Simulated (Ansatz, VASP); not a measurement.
## Ta in VASP and in Ansatz

```xyz
2
Lattice="2.9934 0.0000 0.0000 -1.4967 2.5924 0.0000 0.0000 0.0000 5.3889" Properties=species:S:1:pos:R:3 pbc="T T T"
Ta    0.0000    1.7282    1.3472
Ta    1.4967    0.8641    4.0417
```

Alike in both runs: task single point; functional BLYP; k mesh 14 × 14 × 7; occupations fermi-dirac, width 0.1 eV; no spin polarisation.

```csv
,VASP,Ansatz
version,VASP 6.6.1,Ansatz 0.2.0
potentials or method,"VASP PAW PBE potentials, release 64 (Ta_pv)","plane waves (420 eV) with PAW, scalar-relativistic"
plane-wave cutoff (eV),520,420
valence electrons in the cell,22,26
```

Ansatz gave:

* pressure (GPa): -11.3
* largest component of the traceless stress (GPa): 0.80

**Question.** What did VASP give for the same quantities?

**Answer.** Pressure (GPa): -10.7; largest component of the traceless stress (GPa): 0.80.

The two sets of potentials don't hold the same shells in valence.

Caveats: the PAW data sets were made with another functional, which shifts forces and pressure a little (VASP). The runs have no spin-orbit coupling, so splittings on Ta are missing.
